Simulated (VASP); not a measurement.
Set up this calculation in VASP 6.6.1, as the native input.

```yaml
Task: relaxation of cell and atoms
Functional: PBEsol
Potentials_or_basis: VASP PAW PBE potentials, release 64 (Rb_sv, Br)
Cutoff: 600 eV
k_mesh: 7 × 7 × 7
Occupations: fermi-dirac, width 0.05 eV
Spin: no spin polarisation
Further_INCAR_settings: ALGO = Normal; EDIFF = 1e-06; IBRION = 2; EDIFFG = -0.01; NSW = 40; ISIF = 3
```

The structure of RbBr lies in POSCAR:

```
RbBr
1.0
    0.0000000000      3.4270000000      3.4270000000
    3.4270000000      0.0000000000      3.4270000000
    3.4270000000      3.4270000000      0.0000000000
Rb Br
1 1
Direct
    0.0000000000      0.0000000000      0.0000000000
    0.5000000000      0.5000000000      0.5000000000
```

The input as run:

INCAR

```
SYSTEM = RbBr
PREC     = Accurate       ! precision mode
ENCUT    = 600            ! plane-wave cutoff, eV
EDIFF    = 1E-6           ! SCF threshold, eV
ISMEAR   = -1             ! smearing method
SIGMA    = 0.05           ! smearing width, eV
LREAL    = .False.        ! projectors in reciprocal space
LASPH    = .True.         ! aspherical terms in the spheres
NELM     = 100            ! most SCF steps
ALGO     = Normal         ! electronic algorithm
ISIF     = 3              ! what is computed and relaxed
LWAVE    = .False.        ! write WAVECAR
LCHARG   = .False.        ! write CHGCAR
GGA      = PS             ! functional
IBRION   = 2              ! ionic algorithm
NSW      = 40             ! ionic steps
EDIFFG   = -0.01          ! ionic threshold
```

KPOINTS

```
Automatic mesh
0
Gamma
  7 7 7
  0 0 0
```

Potentials or basis: VASP PAW PBE potentials, release 64 (Rb_sv, Br).

The run is started by

```console
$ cat potpaw_PBE.64/Rb_sv/POTCAR potpaw_PBE.64/Br/POTCAR > POTCAR
$ mpirun -np 1 vasp_std > vasp.out
```

Results of the run:

| Item | Value |
| --- | --- |
| Pressure after relaxing | 0.0 GPa |
| Band gap on the k mesh | 4.21 eV, direct |

Caveat: the relaxation stopped at its first step, so nothing moved; the PAW data sets were made with another functional, which shifts forces and pressure a little; an odd mesh through Γ misses points on the zone boundary, where band edges often lie.

It took 13 s on 1 thread of Intel(R) Xeon(R) 6975P-C (Granite Rapids), with other jobs on the host, peak memory 0.24 GiB.
